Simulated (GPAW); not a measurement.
A run of GPAW 26.7.0 is set up as follows.

The input run.py:

```python
from ase import Atoms
from ase.filters import FrechetCellFilter
from ase.io import write
from ase.optimize import LBFGS
from gpaw import GPAW, PW

atoms = Atoms(['Pb', 'Pb', 'S', 'S'],
              cell=[[2.079952695, -5.991296865, 0.0],
                    [2.079952695, 5.991296865, 0.0],
                    [0.0, 0.0, 4.27932094]],
              scaled_positions=[[0.13056335, 0.86943665, 0.25],
                                [0.86943665, 0.13056335, 0.75],
                                [0.35479709, 0.64520291, 0.25],
                                [0.64520291, 0.35479709, 0.75]],
              pbc=True)

calc = GPAW(mode=PW(600),
            xc='LDA',
            kpts={'size': (4, 4, 4), 'gamma': True},
            occupations={'name': 'fermi-dirac', 'width': 0.05},
            nbands=33,
            convergence={'density': 1e-06, 'energy': 1e-06, 'eigenstates': 1e-10},
            maxiter=150,
            txt='gpaw.txt')
atoms.calc = calc
opt = LBFGS(FrechetCellFilter(atoms), trajectory='relax.traj', logfile='-')
done = opt.run(fmax=0.02, steps=60)
calc.write('gs.gpw')
write('result.traj', atoms)
print('Converged:', done)
print('Cell:', atoms.cell.cellpar().round(4))
print('Volume:', round(atoms.get_volume(), 4))
print(atoms.get_scaled_positions().round(5))
```

Potentials or basis: the program's PAW data sets (release 1.2.1) made for this functional, pw.

Command:

```bash
$ OMP_NUM_THREADS=1 python run.py
```

What does it give for the band gap on the k mesh?

1.01 eV, indirect (least direct gap 1.59 eV).

What does it give for the relaxed volume?

24.14 Å³/atom.

The path:
| step | energy change (eV) | largest force (eV/Å) | pressure (GPa) | volume (Å³) |
| --- | --- | --- | --- | --- |
| 1 | 0.0000 | 0.1383 | -3.83 | 106.65 |
| 2 | -0.0172 | 0.0845 | -3.46 | 105.93 |
| 3 | -0.0783 | 0.3658 | -0.13 | 100.33 |
| 4 | -0.0828 | 0.3123 | -0.30 | 100.36 |
| 5 | -0.1005 | 0.0930 | -0.38 | 99.08 |
| 6 | -0.1028 | 0.0519 | -0.16 | 98.31 |
| 7 | -0.1044 | 0.0549 | -0.01 | 97.80 |
| 8 | -0.1081 | 0.0524 | 0.25 | 96.87 |
| 9 | -0.1120 | 0.0399 | 0.34 | 96.29 |
| 10 | -0.1148 | 0.0386 | 0.19 | 96.39 |
| 11 | -0.1155 | 0.0462 | 0.01 | 96.75 |
| 12 | -0.1156 | 0.0464 | -0.04 | 96.85 |
| 13 | -0.1160 | 0.0422 | -0.13 | 97.02 |
| 14 | -0.1165 | 0.0317 | -0.21 | 97.12 |
| 15 | -0.1171 | 0.0135 | -0.22 | 97.04 |
| 16 | -0.1174 | 0.0034 | -0.12 | 96.75 |
| 17 | -0.1174 | 0.0033 | -0.03 | 96.55 |

Caveat: the k mesh is coarse; later steps reuse the first step's grids; spin-orbit coupling is left out, which as a rule narrows the gap of such compounds by several tenths of an eV; the program warned that so skewed a cell can give wrong results. A k mesh can miss the band edges.
